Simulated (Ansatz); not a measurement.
# Ta (diamond type): the cost of one run

Computed with Ansatz 0.2.0 (DFT PBE, scalar-relativistic, unless a step's input says otherwise).

1 further run of the same task is left out (it didn't finish).

## 1. The structure to begin with

The structure is cubic, space group Fd-3m (No. 227). The conventional cell has a = 6.107 Å, b = 6.107 Å, c = 6.107 Å, α = 90.00°, β = 90.00°, γ = 90.00°. Around Ta (site symmetry -43m) lie 4 Ta at 2.64 Å.

Structure file:

```cif
data_structure
_symmetry_space_group_name_H-M 'P 1'
_symmetry_Int_Tables_number 1
_cell_length_a 4.3180
_cell_length_b 4.3180
_cell_length_c 4.3180
_cell_angle_alpha 60.000
_cell_angle_beta 60.000
_cell_angle_gamma 60.000
_cell_volume 56.93
loop_
_atom_site_label
_atom_site_type_symbol
_atom_site_fract_x
_atom_site_fract_y
_atom_site_fract_z
_atom_site_occupancy
Ta1 Ta 0.00000 0.00000 0.00000 1
Ta2 Ta 0.25000 0.25000 0.25000 1
```

The cell was relaxed by PAW from a hypothetical start (diamond type); it needn't be the stable phase of this composition.

Atoms are numbered in the order of the input: Ta1, Ta2.

## 2. Volume × 0.95, LAPW

File input.yaml:

```yaml
crystal:
  lattice:
    - [0.0, 3.0015388741, 3.0015388741]
    - [3.0015388741, 0.0, 3.0015388741]
    - [3.0015388741, 3.0015388741, 0.0]
  atoms:
    - { symbol: Ta, position: [0.0, 0.0, 0.0] }
    - { symbol: Ta, position: [0.25, 0.25, 0.25] }
kpoints:
  mp_grid: { grid: [9, 9, 9] }
scf:
  occupations: { method: fermi_dirac, width: 0.03 }
hamiltonian:
  xc: pbe
  pseudopotentials: { kind: all_electron, lapw: { basis_error: 0.00025 } }
output:
  forces: true
  stress: true
  eigenvalues: true
```

On the command line:

```sh
ansatz run input.yaml --threads 1 --pin off --max-ram 2048MiB --backend cpu --events-out ev --progress --plain --runs-dir out
```

**Question.** How long does this run take on 1 thread of Intel Xeon 6975P-C (Granite Rapids), shared host, and how much memory does it need?

About 19 s, with a peak of 0.51 GiB.
